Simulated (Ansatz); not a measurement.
**WSe2: rattled cells**

This session takes WSe2 and sets out to see what random moves of the atoms cost.

Computed with Ansatz 0.2.0 (DFT r2SCAN, scalar-relativistic, plane waves, PAW, unless a step's input says otherwise).

## (1) The structure to begin with

Symmetry: P-6m2, No. 187, hexagonal system. The conventional cell has a = 3.318 Å, b = 3.318 Å, c = 16.658 Å, α = 90.00°, β = 90.00°, γ = 120.00°. W (site symmetry -6m2) has 6 Se at 2.54 Å in its first shell of neighbours. Se (site symmetry 3m) is surrounded by 3 W at 2.54 Å.

Structure file:

```xyz
3
Lattice="3.3179 0.0000 0.0000 -1.6590 2.8734 0.0000 0.0000 0.0000 16.6581" Properties=species:S:1:pos:R:3 pbc="T T T"
W     0.0000    0.0000    0.0000
Se    0.0000    1.9156    1.6623
Se    0.0000    1.9156   14.9959
```

It goes back to an entry of the Materials Project, which need not be the stable form.

The cell is taken as given, not relaxed at this level.

## (2) The reference cell

Reference values: F = -21355.3432 eV; pressure -0.16 GPa; largest force 0.047 eV/Å; gap on the mesh 1.64 eV. It was computed beforehand with the settings of the runs below.

## (3) Setting up rattled cells

All atoms are moved at random with no net shift, in some cells together with a random strain.

## (4) Point rms move = 0.171 Å

Input file input.yaml:

```yaml
crystal:
  lattice:
    - [3.3942735824, 0.0033166064, -0.0348054011]
    - [-1.6942645258, 2.8901843052, 0.0103402381]
    - [-0.1747450974, -0.0409433976, 16.6019998404]
  atoms:
    - { symbol: W, position: [-0.0530692414, -0.0070014557, 0.0085673003] }
    - { symbol: Se, position: [0.3823192675, 0.6668702559, 0.0978858749] }
    - { symbol: Se, position: [0.3374166406, 0.6734645332, 0.8935468248] }
basis:
  ecutwfc: 500
kpoints:
  mp_grid: { grid: [12, 12, 2] }
hamiltonian:
  xc: r2scan
scf:
  occupations: { method: gaussian, width: 0.05 }
output:
  forces: true
  stress: true
  eigenvalues: true
```

Command:

```console
> ansatz run input.yaml --threads 2 --pin off --max-ram 5120MiB --backend cpu --events-out ev --progress --plain --runs-dir out
```

## (5) At rms move = 0.082 Å

Input file input.yaml:

```yaml
crystal:
  lattice:
    - [3.3910314255, 0.0869513525, 0.1506370202]
    - [-1.6202136327, 2.8633190719, -0.0613826574]
    - [0.7562929879, 0.0807906817, 16.3503663442]
  atoms:
    - { symbol: W, position: [-0.0005990251, -0.00149612, -0.0024218494] }
    - { symbol: Se, position: [0.3131915205, 0.6679056498, 0.104837509] }
    - { symbol: Se, position: [0.3540741712, 0.6669238035, 0.8975843404] }
basis:
  ecutwfc: 500
kpoints:
  mp_grid: { grid: [12, 12, 2] }
hamiltonian:
  xc: r2scan
scf:
  occupations: { method: gaussian, width: 0.05 }
output:
  forces: true
  stress: true
  eigenvalues: true
```

## (6) Point rms move = 0.351 Å

Input file input.yaml:

```yaml
crystal:
  lattice:
    - [3.2353865481, -0.0368847983, -0.0987296838]
    - [-1.6496364464, 2.9321770606, -0.004317057]
    - [-0.495685373, -0.3112114703, 15.9023313776]
  atoms:
    - { symbol: W, position: [-0.0499356361, -0.0844856657, 0.0124162613] }
    - { symbol: Se, position: [0.379236956, 0.7498069128, 0.0751291825] }
    - { symbol: Se, position: [0.3373653468, 0.6680120862, 0.9124545562] }
basis:
  ecutwfc: 500
kpoints:
  mp_grid: { grid: [12, 12, 2] }
hamiltonian:
  xc: r2scan
scf:
  occupations: { method: gaussian, width: 0.05 }
output:
  forces: true
  stress: true
  eigenvalues: true
```

## (7) rms move = 0.303 Å

Input file input.yaml:

```yaml
crystal:
  lattice:
    - [3.5870326748, -0.1454383561, -0.1270603631]
    - [-1.9194696485, 2.9283794625, 0.0221268787]
    - [-0.6379232777, -0.2400284462, 17.4827389684]
  atoms:
    - { symbol: W, position: [0.0323346495, 0.0922877194, -0.0066807507] }
    - { symbol: Se, position: [0.3162346003, 0.5389238062, 0.1004236681] }
    - { symbol: Se, position: [0.3180974169, 0.7021218078, 0.9062570825] }
basis:
  ecutwfc: 500
kpoints:
  mp_grid: { grid: [12, 12, 2] }
hamiltonian:
  xc: r2scan
scf:
  occupations: { method: gaussian, width: 0.05 }
output:
  forces: true
  stress: true
  eigenvalues: true
```

## (8) Point rms move = 0.030 Å

Input file input.yaml:

```yaml
crystal:
  lattice:
    - [3.3179375931, 0.0, 0.0]
    - [-1.6589687966, 2.8734182438, 0.0]
    - [0.0, 0.0, 16.65814242]
  atoms:
    - { symbol: W, position: [0.0054659671, 0.0053409914, 0.0001304895] }
    - { symbol: Se, position: [0.3386860929, 0.6728032086, 0.0986602218] }
    - { symbol: Se, position: [0.3225146066, 0.6551891333, 0.9012092887] }
basis:
  ecutwfc: 500
kpoints:
  mp_grid: { grid: [12, 12, 2] }
hamiltonian:
  xc: r2scan
scf:
  occupations: { method: gaussian, width: 0.05 }
output:
  forces: true
  stress: true
  eigenvalues: true
```

(Steps that only read results are left out.)

What does the calculation give?

**Answer**, as computed:

| quantity | value |
| --- | --- |
| costliest cell | 3039.3 meV/atom at an rms move of 0.351 Å |

**Reading.** The cost runs from 6.2 to 3039.3 meV/atom. Energy over the square of the rms move lies between 6.9 and 24.6 eV/Å² per atom; a harmonic solid under isotropic random moves would keep it roughly constant, while strain and close contacts change it. The gap on the mesh, 1.64 eV at the start, reads zero at rms move = 0.303. Spin-orbit coupling is left out, which matters for the bands of W. The cell holds empty space of several Å, a single layer or slab in vacuum, so volume, pressure and the long edge depend on that space. Where forces pass 15 eV/Å atoms stand far too close, the PAW spheres overlap strongly and those numbers are rough.
